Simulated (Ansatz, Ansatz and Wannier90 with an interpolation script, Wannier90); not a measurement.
# Settings in Wannier-interpolated G0W0: GaP (F-43m)

How do the Wannier model and the GW settings move the interpolated bands of GaP (F-43m)?

Method: maximally localised Wannier functions from the overlaps of LDA states (plane waves, PAW), in Wannier90 4.0.3.

## (1) Set-up

It takes space group F-43m (No. 216, cubic). The conventional cell has a = 5.451 Å, b = 5.451 Å, c = 5.451 Å, α = 90.00°, β = 90.00°, γ = 90.00°. Nearest to Ga lie 4 P at 2.36 Å. Nearest to P lie 4 Ga at 2.36 Å. Farther neighbours are not listed.

Structure file:

```cif
data_structure
_symmetry_space_group_name_H-M 'F-43m'
_symmetry_Int_Tables_number 216
_cell_length_a 5.4505
_cell_length_b 5.4505
_cell_length_c 5.4505
_cell_angle_alpha 90.000
_cell_angle_beta 90.000
_cell_angle_gamma 90.000
_cell_volume 161.92
loop_
_atom_site_label
_atom_site_type_symbol
_atom_site_symmetry_multiplicity
_atom_site_Wyckoff_symbol
_atom_site_fract_x
_atom_site_fract_y
_atom_site_fract_z
_atom_site_occupancy
Ga1 Ga 4 a 0.00000 0.00000 0.00000 1
P1 P 4 c 0.25000 0.25000 0.25000 1
```

The cell and positions come from the Crystallography Open Database and are kept as given unless a step says otherwise.

## (2) Wannier model on 16×16×16, by Wannier90

Localised functions give a small Hamiltonian that interpolates between mesh points at no cost.

File w.win:

```
num_iter = 1200
conv_tol = 1.0e-8
conv_window = 5
dis_num_iter = 4000
dis_conv_tol = 1.0e-8
dis_mix_ratio = 0.7
write_hr = true
use_ws_distance = false
num_print_cycles = 50
! ansatz wannier90 interface
! projections by site (counted from 0) and shell: 0 4S, 0 4P, 1 3P
! states of the run's bands (counted from 1): 1-17
num_bands = 17
num_wann  = 7
dis_win_min = -0.16
dis_win_max = 18.73
dis_froz_min = -0.16
dis_froz_max = 10.59
guiding_centres = true

begin unit_cell_cart
Ang
                      0.0                  2.72525                  2.72525
                  2.72525                      0.0                  2.72525
                  2.72525                  2.72525                      0.0
end unit_cell_cart

begin atoms_frac
Ga                       0.0                      0.0                      0.0
P                       0.75                     0.75                     0.75
end atoms_frac

mp_grid = 16 16 16

[... the mesh's points ...]
```

Run with:

```
> OMP_NUM_THREADS=1 mpirun -n 8 wannier90.x w > wannier90.x.log
```

Numbers of over 12 decimals in the logs are rounded to 6 here.

What it wrote:

```text
TEM
                                    ------

                              Lattice Vectors (Ang)
                    a_1     0.000000   2.725250   2.725250
                    a_2     2.725250   0.000000   2.725250
                    a_3     2.725250   2.725250   0.000000

                   Unit Cell Volume:      40.48080  (Ang^3)

                        Reciprocal-Space Vectors (Ang^-1)
                    b_1    -1.152772   1.152772   1.152772
                    b_2     1.152772  -1.152772   1.152772
                    b_3     1.152772   1.152772  -1.152772

 *----------------------------------------------------------------------------*
 |   Site       Fractional Coordinate          Cartesian Coordinate (Ang)     |
 +----------------------------------------------------------------------------+
 | ga   1   0.00000   0.00000   0.00000   |    0.00000   0.00000   0.00000    |
 | p    1   0.75000   0.75000   0.75000   |    4.08788   4.08788   4.08788    |
 *----------------------------------------------------------------------------*
                                ------------
                                K-POINT GRID
                                ------------

             Grid size = 16 x 16 x 16      Total points = 4096

 *---------------------------------- MAIN ------------------------------------*
 |  Number of Wannier Functions               :                 7             |
 |  Number of Objective Wannier Functions     :                 7             |
 |  Number of input Bloch states              :                17             |
 |  Output verbosity (1=low, 5=high)          :                 1             |
 |  Timing Level (1=low, 5=high)              :                 1             |
 |  Optimisation (0=memory, 3=speed)          :                 3             |
 |  Length Unit                               :               Ang             |
 |  Post-processing setup (write *.nnkp)      :                 F             |
 |  Using Gamma-only branch of algorithms     :                 F             |
 *----------------------------------------------------------------------------*
 *------------------------------- WANNIERISE ---------------------------------*
 |  Total number of iterations                :              1200             |
 |  Number of CG steps before reset           :                 5             |
 |  Trial step length for line search         :             2.000             |
 |  Convergence tolerence                     :         0.100E-07             |
 |  Convergence window                        :                 5             |
 |  Iterations between writing output         :                50             |
 |  Iterations between backing up to disk     :               100             |
 |  Write r^2_nm to file                      :                 F             |
[...]
Sum of centres and spreads ( 12.263625, 12.263625, 12.263625 )    27.02897871

      0     0.270E+02     0.0000000000       27.0289787060       6.25  <-- CONV
        O_D=      0.4095168 O_OD=      6.1989503 O_TOT=     27.0289787 <-- SPRD
 ------------------------------------------------------------------------------
 Cycle:      1
[...]
Sum of centres and spreads ( 12.263625, 12.263625, 12.263625 )    26.66490935

      1    -0.364E+00     0.1907592761       26.6649093509       6.29  <-- CONV
        O_D=      0.3597598 O_OD=      5.8846379 O_TOT=     26.6649094 <-- SPRD
 Delta: O_D= -0.4975699E-01 O_OD= -0.3143124E+00 O_TOT= -0.3640694E+00 <-- DLTA
 ------------------------------------------------------------------------------
 Cycle:     50
[...]
Sum of centres and spreads ( 12.263625, 12.263625, 12.263625 )    26.00882957

     50    -0.192E-04     0.0018241348       26.0088295725       8.23  <-- CONV
        O_D=      0.3715715 O_OD=      5.2167463 O_TOT=     26.0088296 <-- SPRD
 Delta: O_D=  0.1980775E-04 O_OD= -0.3904703E-04 O_TOT= -0.1923928E-04 <-- DLTA
 ------------------------------------------------------------------------------
 Cycle:    100
[...]
Sum of centres and spreads ( 12.263625, 12.263625, 12.263625 )    26.00871014

    100    -0.234E-07     0.0000740912       26.0087101371      10.17  <-- CONV
        O_D=      0.3716108 O_OD=      5.2165876 O_TOT=     26.0087101 <-- SPRD
 Delta: O_D=  0.1772796E-07 O_OD= -0.4116054E-07 O_TOT= -0.2343258E-07 <-- DLTA
 ------------------------------------------------------------------------------

             <<<     Delta < 1.000E-08  over  5 iterations     >>>
             <<< Wannierisation convergence criteria satisfied >>>

 Final State
[...]
WF centre and spread    6  (  4.087875,  4.087875,  4.087875 )     2.81919544
  WF centre and spread    7  (  4.087875,  4.087875,  4.087875 )     2.81919544
  Sum of centres and spreads ( 12.263625, 12.263625, 12.263625 )    26.00870973

         Spreads (Ang^2)       Omega I      =    20.420511676
        ================       Omega D      =     0.371612215
                               Omega OD     =     5.216585841
    Final Spread (Ang^2)       Omega Total  =    26.008709733
 ------------------------------------------------------------------------------

 Writing checkpoint file w.chk... done

 *---------------------------------------------------------------------------*
 |                               PLOTTING                                    |
 *---------------------------------------------------------------------------*

 *===========================================================================*
 |                             TIMING INFORMATION                            |
 *===========================================================================*
 |    Tag                                                Ncalls      Time (s)|
 |---------------------------------------------------------------------------|
 |kmesh: get                                        :         1         0.963|
 |overlap: read                                     :         1         5.210|
 |dis: main                                         :         1         6.279|
 |wann: main                                        :         1         4.811|
 |plot: main                                        :         1         0.308|
 *---------------------------------------------------------------------------*
 All done: wannier90 exiting
```

Elapsed: 22 s, on 8 MPI ranks of Arm Neoverse V2, shared host; 2.9 min of CPU time.

Numbers from this step:

```
gauge-invariant spread     : 20.42 Å²
diagonal spread            : 0.3716 Å²
off-diagonal spread        : 5.217 Å²
total spread               : 26.01 Å²
disentanglement steps      : 324
r.m.s. interpolation error : 0.001001 eV
r.m.s. error near the gap  : 0.001339 eV
```

Near the gap the model misses directly solved bands by 1.3 meV r.m.s. and by 5 meV at most in the window tested. This tests the starting bands, not the corrections carried with them.

## (3) Wannier model on 16×16×16, by the program's own minimiser

This step: maximally localised Wannier functions, LDA, plane waves, PAW.

File input.yaml:

```yaml
crystal:
  lattice:
    - [0.0, 2.72525, 2.72525]
    - [2.72525, 0.0, 2.72525]
    - [2.72525, 2.72525, 0.0]
  atoms:
    - { symbol: Ga, position: [0.0, 0.0, 0.0] }
    - { symbol: P, position: [0.75, 0.75, 0.75] }
kpoints:
  mp_grid: { grid: [8, 8, 8] }
hamiltonian:
  xc: lda
scf:
  occupations: { method: fixed }
  n_extra_bands: 30
output:
  wannier:
    kmesh: [16, 16, 16]
    projections:
      - { species: Ga, l: s, shell: 4 }
      - { species: Ga, l: p, shell: 4 }
      - { species: P, l: p, shell: 3 }
    minimise: true
    write_hr: true
    seedname: w
    conv_tol: 1.0e-06
    max_iter: 20000
    stability_check: false
    disentanglement:
      window: [-0.16, 18.73]
      frozen_window: [-0.16, 10.59]
      conv_tol: 1.0e-08
```

Run with:

```
> ansatz run input.yaml --threads 12 --pin off --max-ram 22118MiB --backend cpu --events-out ev --progress --plain --runs-dir out
```

What it wrote:

```text
scf.n_extra_bands = 30 over 9 filled bands (N_el = 18.0): the run solves 39 bands
Engine: ansatz 0.2.0, aarch64-unknown-linux-gnu
Pseudopotentials: kind: paw
Pseudopotential: Ga, paw, valence charge 13, recommended cutoff 420 eV (normal), Ga.paw.azcp
Pseudopotential: P, paw, valence charge 5, recommended cutoff 420 eV (normal), P.paw.azcp
Functional definition: SPW92
  exchange = slater_x
  correlation = pw_c
Crystal: 2 atoms, lattice volume = 40.481 Å³
Basis set: ecut = 420 eV, 749 PW (Γ)
Bands: 39, of which v1, the nominal top of the filled ones, is band 9 counted from 1 (8 counted from 0)
Symmetry: 24 space group operations
Space group: F-43m (ITA 216), of the structure as read, at distance tolerance 3.4e-5 Å
k-points: 29 of 512 (time reversal used)
Non-local potential: Ga, projectors of the file, l = 0: 2, l = 1: 2, l = 2: 3, l = 3: 1
Non-local potential: P, projectors of the file, l = 0: 2, l = 1: 2, l = 2: 2
PAW form: soft (Blöchl's): semilocal exchange-correlation on the pseudo side does not see the compensation charge
PAW frozen core: Ga, regenerated for the run's functional, and the local potential with it (the file was generated under x = pbe(κ = 0.804, μ = 0.219515), c = pbe(β = 0.066725))
PAW frozen core: P, regenerated for the run's functional, and the local potential with it (the file was generated under x = pbe(κ = 0.804, μ = 0.219515), c = pbe(β = 0.066725))
PAW one-centre angular grid: Ga, 590 points (default); XC on 64 Gauss nodes
PAW one-centre angular grid: P, 110 points (default); XC on 64 Gauss nodes
[...]
SCF 1 converged in 6 iterations: F = -4433.754006 eV  dr2 = 9.39e-9
[...]
NSCF: frozen V_eff on 148 k-points
the Wannier pass solved 148 of the 4096 points of its mesh, and has the states at the others by symmetry: states obtained by the crystal's operations at points that were solved too leave a residual of 3.36e-13 eV (read by the count's bands and the next), within 5.56e-6 eV
SCF converged after 6 iterations
Free energy (F): -4433.754006 eV
Harris-Foulkes:  -4433.754006 eV  (|F-HF|=1.06e-8)
Internal energy: -4433.754006 eV  (E = F + TS)
E sigma→0 (E₀):  -4433.754006 eV
Fermi energy:    6.841103 eV
--- Per-component energies (eV) ---
  E_band       = -64.446194
  E_kinetic    = 186.636848
  E_local      = -2205.926774  (includes V_loc(G=0)·N_el)
  E_nonlocal   = 462.001074
  E_hartree    = 1017.401497
  E_xc         = -130.095732
  E_vxc        = -119.630242  (∫ρ·V_xc dr)
  E_paw        = -2452.971692  (= ΣΔE_a)
  E_vpaw       = -422.334600  (= ΣTr[D̂ρ^β])
  E_aug_tail   = -0.000116  (compensation charges beyond the density's cutoff)
  E_ewald      = -1312.644944
  E_core_change = 1.845831  (= ΣΔE_core)
  E_smearing   = -0.000000  (= −TS)
  E_closure    = -0.000000  (closes the sum)
  Σ components = -4433.754006   (vs F -4433.754006, Δ=0.00e0)
--- Band table (eV; the first three rows and the last of 29) ---
  k-point 0: bands = [... 5 lower, -5.6784, 6.8411, 6.8411, 6.8411, 8.4498, 10.6273, 10.6273, 10.6273, ... 26 higher]
  k-point 1: bands = [... 5 lower, -5.4762, 5.1631, 6.6069, 6.6069, 9.1205, 10.9795, 10.9795, 11.1779, ... 26 higher]
  k-point 2: bands = [... 5 lower, -4.9014, 2.9037, 6.1692, 6.1692, 8.8287, 11.4879, 11.4879, 13.0180, ... 26 higher]
  k-point 28: bands = [... 5 lower, -2.5836, 0.1961, 3.2200, 3.3672, 11.4297, 11.6027, 12.7992, 12.8416, ... 26 higher]
Wannier search: line search 1 of at most 20000: gauge-dependent spread (as the search counts it) 6.2449481 Å², largest recent change 3.6e-1 Å² against conv_tol 1.0e-6 Å², 0 stops escaped
```

Run time: 13 s. Hardware: 12 threads; peak memory 2.7 GiB; 62 s of CPU time.

This step gave:

* gauge-invariant spread: 20.42 Å²
* diagonal spread: 0.3721 Å²
* off-diagonal spread: 5.217 Å²
* total spread: 26.01 Å²
* least projectability: 0.1441
* localisation steps: 87
* disentanglement steps: 312
* r.m.s. interpolation error: 9.99e-4 eV
* r.m.s. error near the gap: 0.001336 eV

Near the gap the model misses directly solved bands by 1.3 meV r.m.s. and by 5 meV at most in the window tested. This tests the starting bands, not the corrections carried with them.

Frozen up to 3.75 eV; above it the model need not follow the bands. The electronic bands at the labelled points (eV, zero at the valence-band top; v1 is the highest filled band, c1 the lowest empty one):

```
    point     v3     v2     v1    c1    c2     c3     c4
        Γ   0.00   0.00   0.00  1.61  3.79   3.79   3.79
  halfway  -3.74  -1.70  -1.70  2.04  3.57   6.64   6.64
        X  -6.85  -2.71  -2.71  1.50  1.68  10.43  10.43
  halfway  -6.80  -3.28  -2.60  1.70  2.62   9.56   9.78
        U  -6.64  -3.99  -2.28  2.04  4.78   8.21   8.83
jump to K  -6.64  -3.99  -2.28  2.04  4.78   8.21   8.83
  halfway  -4.30  -2.49  -0.67  3.15  4.95   5.02   5.79
        Γ   0.00   0.00   0.00  1.61  3.79   3.79   3.79
  halfway  -3.94  -0.67  -0.67  1.99  4.70   4.70   6.35
        L  -6.72  -1.13  -1.13  1.50  4.72   4.72   8.17
  halfway  -6.50  -3.25  -1.96  3.33  4.21   6.41   8.15
        W  -6.64  -3.62  -3.47  4.62  4.76   5.96   6.72
  halfway  -6.75  -3.20  -3.13  2.63  2.81   8.47   9.00
        X  -6.85  -2.71  -2.71  1.50  1.68  10.43  10.43
```

The same for Kohn-Sham, solved directly:

```
point     v3     v2     v1    c1    c2     c3     c4
    Γ   0.00   0.00   0.00  1.61  3.79   3.79   3.79
    X  -6.85  -2.71  -2.71  1.50  1.68  10.43  10.43
    U  -6.64  -3.99  -2.28  2.04  4.68   8.10   8.13
    K  -6.64  -3.99  -2.28  2.04  4.68   8.10   8.13
    Γ   0.00   0.00   0.00  1.61  3.79   3.79   3.79
    L  -6.72  -1.13  -1.13  1.50  4.62   4.62   8.05
    W  -6.64  -3.62  -3.47  4.59  4.76   5.96   6.00
    X  -6.85  -2.71  -2.71  1.50  1.68  10.43  10.43
```

The first set of electronic bands as a text plot (rows in eV, shown from -6.9 to 3.8 only):

```
    3.6 |+++++++        +             ++               +    +
    3.1 |       +            +++++                   ++      +
    2.7 |  ++    +     +    +     +++               +
    2.2 |    +++  ++      ++             +++       +          +
    1.8 |++     +   ++++++           ++++   ++++  +            ++
    1.3 |        ++++++                         ++              +
    0.9 |
    0.5 |
    0.0 |**                         ******
   -0.4 | **                     *****  * **
   -0.9 |   *                  **           ****
   -1.3 |  * **              **   ***    *      *****
   -1.8 |      *            *    *                 * **
   -2.2 |   *   **       ***              *         *  *
   -2.6 |         *******       * **                 *  *      **
   -3.1 |    **        *       *           *          *  *   **
   -3.5 |      *        *    **  *                     *  ****
   -4.0 |                ****               *           **
   -4.4 |       *               *
   -4.9 |                      *             *
   -5.3 |        *                            *
   -5.7 |                    **
   -6.2 |         **        *                  *
   -6.6 |           ********                    *****************
         Γ           X  U|K            Γ         L        W     X
```

[end of part 1 of 2]

[Paths, hosts, dates, memory and timing lines, banners, echoed tables and standing remarks are left out of the program output.]

[Logs are printed without paths, hosts, clocks, repeated set-up lines and the standing remarks that a program may print on its own settings, such as how far it seeks lower states.]

[Runs of the session that timed out or met a known fault of the program may be left out.]

[Hosts, paths, dates, database ids (printed as entryN), source tags and the programs' standing remarks are cut or masked in the printed files.]
